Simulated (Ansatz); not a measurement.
**Equation of state of Cu3N**

```cif
data_structure
_symmetry_space_group_name_H-M 'Pm-3m'
_symmetry_Int_Tables_number 221
_cell_length_a 3.8140
_cell_length_b 3.8140
_cell_length_c 3.8140
_cell_angle_alpha 90.000
_cell_angle_beta 90.000
_cell_angle_gamma 90.000
_cell_volume 55.48
loop_
_atom_site_label
_atom_site_type_symbol
_atom_site_symmetry_multiplicity
_atom_site_Wyckoff_symbol
_atom_site_fract_x
_atom_site_fract_y
_atom_site_fract_z
_atom_site_occupancy
Cu1 Cu 3 d 0.50000 0.00000 0.00000 1
N1 N 1 a 0.00000 0.00000 0.00000 1
```

The runs use the primitive cell with vectors (3.814, 0.000, 0.000), (0.000, 3.814, 0.000), (0.000, 0.000, 3.814) Å, to which the k mesh refers.

The cell comes from COD entry 1536894, which wasn't checked; take it as a given geometry.

Levels of theory: DFT, PBEsol, all-electron LAPW, scalar-relativistic (Ansatz 0.2.0); DFT, PBEsol, PAW with Ansatz's default frozen-core files, scalar-relativistic (Ansatz 0.2.0).

For LAPW: a Γ-centred 10×10×10 k mesh, Fermi–Dirac smearing of 0.08 eV, basis error target 1 meV/atom, no spin polarisation. PAW takes a cutoff of 420 eV at this cell (files made with PBE, cores remade for this functional). The Ansatz runs share mesh, smearing and spin set-up. Plane-wave (PAW) pressures include the program's estimate of the Pulay term.

The cell above is scaled evenly, with fractional coordinates and shape held.

| V/V(cell) | V (Å³/atom) | P, LAPW (GPa) | P, PAW (GPa) | free energy over the lowest listed, PAW (meV/atom) |
| --- | --- | --- | --- | --- |
| 0.9400 | 13.038 | ? | ? | ? |
| 0.9600 | 13.315 | 0.18 | 0.22 | 0.0 |
| 0.9800 | 13.593 | -2.47 | -2.43 | 2.0 |
| 0.9900 | 13.731 | -3.68 | -3.65 | 4.6 |
| 1.0000 | 13.870 | -4.83 | -4.79 | 8.2 |
| 1.0100 | 14.009 | -5.91 | -5.87 | 12.9 |
| 1.0200 | 14.148 | -6.92 | -6.89 | 18.4 |
| 1.0400 | 14.425 | -8.78 | -8.75 | 32.0 |
| 1.0600 | 14.702 | -10.43 | -10.40 | 48.6 |

Q: Fill in the row V/V(cell) = 0.9400.

A: P, LAPW (GPa) = 3.16, P, PAW (GPa) = 3.21, free energy over the lowest listed, PAW (meV/atom) = 2.9.

Q: What do Birch–Murnaghan fits to the pressures give?

A: LAPW: V0 = 13.33 Å³/atom, B0 = 134 GPa, B0′ = 4.7; PAW: V0 = 13.34 Å³/atom, B0 = 134 GPa, B0′ = 4.7.

PAW's V0 lies 0.03 % from the all-electron value and its B0 0.1 %. Symmetry fixes shape and coordinates here, so this is the relaxed modulus.
